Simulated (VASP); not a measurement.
Here is a VASP 6.6.1 calculation.

Contents of INCAR:

```
PREC = Accurate
ENCUT = 600
EDIFF = 1E-6
ISMEAR = 0
SIGMA = 0.02
LREAL = F
LASPH = T
NELM = 120
ALGO = Normal
ISIF = 3
LWAVE = F
LCHARG = F
METAGGA = R2SCAN
LMIXTAU = T
LUSE_VDW = T
IVDW_NL = 2
BPARAM = 11.95
CPARAM = 0.0093
IBRION = 2
NSW = 40
EDIFFG = -0.005
KPAR = 4
```

File KPOINTS:

```
regular mesh
0
Gamma
  10 10 10
```

POSCAR

```
YN
1.0
    0.0000000000      2.4400000000      2.4400000000
    2.4400000000      0.0000000000      2.4400000000
    2.4400000000      2.4400000000      0.0000000000
Y N
1 1
Direct
    0.0000000000      0.0000000000      0.0000000000
    0.5000000000      0.5000000000      0.5000000000
```

Potentials or basis: VASP PAW PBE potentials, release 64 (Y_sv, N).

Command:

```console
$ cat potpaw_PBE.64/Y_sv/POTCAR potpaw_PBE.64/N/POTCAR > POTCAR
$ mpirun -np 4 vasp_std > vasp.out
```

Q: Estimate the space group after relaxing (to 0.05 Å).

A: Fm-3m (No. 225).

Q: Predict the band gap on the k mesh.

A: 0.56 eV, indirect (least direct gap 0.97 eV).

Q: What does it give for the relaxed cell?

A: a = 3.456 Å, b = 3.456 Å, c = 3.456 Å, α = 60.00°, β = 60.00°, γ = 60.00°.

Step by step:
| step | energy change (eV) | largest force (eV/Å) | pressure (GPa) | volume (Å³) |
| --- | --- | --- | --- | --- |
| 1 | 0.0000 | 0.0000 | 0.73 | 29.05 |
| 2 | 0.0002 | 0.0000 | -0.94 | 29.33 |
| 3 | -0.0003 | 0.0000 | 0.01 | 29.18 |

Caveat: the PAW data sets were made with another functional, which shifts forces and pressure a little. r2SCAN opens gaps a little over a GGA but as a rule still falls short of measured ones.
